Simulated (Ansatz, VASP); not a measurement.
**Two plane-wave programs on Fe**

```
Fe
1.0
     2.48353    0.00000    0.00000
     0.00000    2.48353    0.00000
     0.00000    0.00000    2.48353
Fe
1
Cartesian
  0.0000 0.0000 0.0000
```

Alike in both runs: task single point; functional revPBE; k mesh 15 × 15 × 15; occupations fermi-dirac, width 0.05 eV; collinear spin.

```csv
,VASP,Ansatz
version,VASP 6.6.1,Ansatz 0.2.0
potentials or method,"VASP PAW PBE potentials, release 64 (Fe)","plane waves (420 eV) with PAW, scalar-relativistic"
plane-wave cutoff (eV),520,420
valence electrons in the cell,8,16
```

|  | VASP | Ansatz | Ansatz less VASP |
| --- | --- | --- | --- |
| pressure (GPa) | -8.2 | -8.2 | -0.03 |
| net moment per atom (μB) | 2.75 | 2.74 | -0.010 |
| size of the moment on the site where the two differ most (μB) | 2.74 | 2.73 | -0.011 |

Site moments also hang on the region over which each program counts them. The two sets of potentials don't hold the same shells in valence.

Caveats: the PAW data sets were made with another functional, which shifts forces and pressure a little (VASP).
